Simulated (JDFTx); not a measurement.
## K under changes of volume

One of the cells (78.519 Å³/atom); the others are scaled copies at fixed shape and fractional positions:

```
CELL_PARAMETERS angstrom
-2.69756 2.69756 2.69756
2.69756 -2.69756 2.69756
2.69756 2.69756 -2.69756
ATOMIC_POSITIONS crystal
K 0.00000 0.00000 0.00000
```

```yaml
Program: JDFTx 1.7.0 (patched build)
Functional: r2SCAN
Potentials_or_basis: SG15-PBE-1.2
Cutoff: 1088 eV
Density_cutoff: 4354 eV
k_mesh: 7 × 7 × 7
Occupations: fermi-dirac, width 0.05 eV
Spin: no spin polarisation
```

```tsv
volume (Å³/atom)	energy over the lowest point (meV/atom)	pressure (GPa)
73.807	?	?
76.948	0.00	0.0
78.519	0.77	-0.1
80.089	2.14	-0.2
81.659	4.06	-0.2
```

What does the run at 73.807 Å³/atom give?

Energy over the lowest point 0.51 meV/atom; pressure 0.1 GPa.

Worked out: A Birch-Murnaghan fit of order 2 (a polynomial in V^(-2/3)) to the other rows has its minimum at 75.94 Å³/atom, just outside them, with B0 = V·E''(V) = 3.5 GPa. It gives 0.55 meV/atom at 73.807 Å³/atom, against the run's 0.51, and -dE/dV = 0.1 GPa, against 0.1.

Energies are extrapolated to zero smearing.

Caveats: the potentials were made for another functional, which shifts forces and pressure.
